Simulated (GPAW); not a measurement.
Here is a GPAW 26.7.0 calculation.

run.py

```python
from ase.eos import EquationOfState
from ase.io import Trajectory, read
from ase.units import GPa
from gpaw import GPAW, PW

atoms = read('POSCAR')

traj = Trajectory('eos.traj', 'w')
volumes, energies = [], []
for x in [0.94, 0.96, 0.98, 1.0, 1.02, 1.04, 1.06]:
    a = atoms.copy()
    a.set_cell(atoms.cell * x**(1 / 3), scale_atoms=True)
    calc = GPAW(mode=PW(600),
                xc={'name': 'optPBE-vdW', 'backend': 'libvdwxc'},
                kpts={'size': (9, 9, 9), 'gamma': True},
                occupations={'name': 'fermi-dirac', 'width': 0.05},
                nbands=17,
                convergence={'density': 1e-05, 'energy': 1e-05},
                maxiter=150,
                txt=f'eos-{x:.2f}.txt')
    a.calc = calc
    energies.append(a.get_potential_energy(force_consistent=True))
    volumes.append(a.get_volume())
    calc.write(f'eos-{x:.2f}.gpw')
    traj.write(a)
    print(f'{x:.2f} {volumes[-1]:10.4f} A^3 {energies[-1]:14.6f} eV', flush=True)

v0, e0, B = EquationOfState(volumes, energies, eos='birchmurnaghan').fit()
print(f'V0 = {v0:.4f} A^3, E0 = {e0:.6f} eV, B0 = {B / GPa:.2f} GPa')
```

POSCAR

```
Pd
1.0
    0.0000000000      1.9465000000      1.9465000000
    1.9465000000      0.0000000000      1.9465000000
    1.9465000000      1.9465000000      0.0000000000
Pd
1
Direct
    0.0000000000      0.0000000000      0.0000000000
```

Potentials or basis: GPAW PAW data sets (gpaw-data 1.2.1), pw.

Run with:

```console
$ OMP_NUM_THREADS=1 python run.py
```

Question: Estimate the equilibrium volume.

Answer: 16.02 Å³/atom (rough: see the caveat).

Question: Predict the bulk modulus.

Answer: 146 GPa (rough).

Energy against volume, from the lowest point:
```
volume (Å³/atom)  energy (meV/atom)
          13.865             176.72
          14.160             124.46
          14.455              82.78
          14.750              50.51
          15.045              26.57
          15.340              10.01
          15.635               0.00
```

Caveat: the minimum lies outside the volumes run; the PAW data sets were made with another functional, which shifts forces and pressure a little.
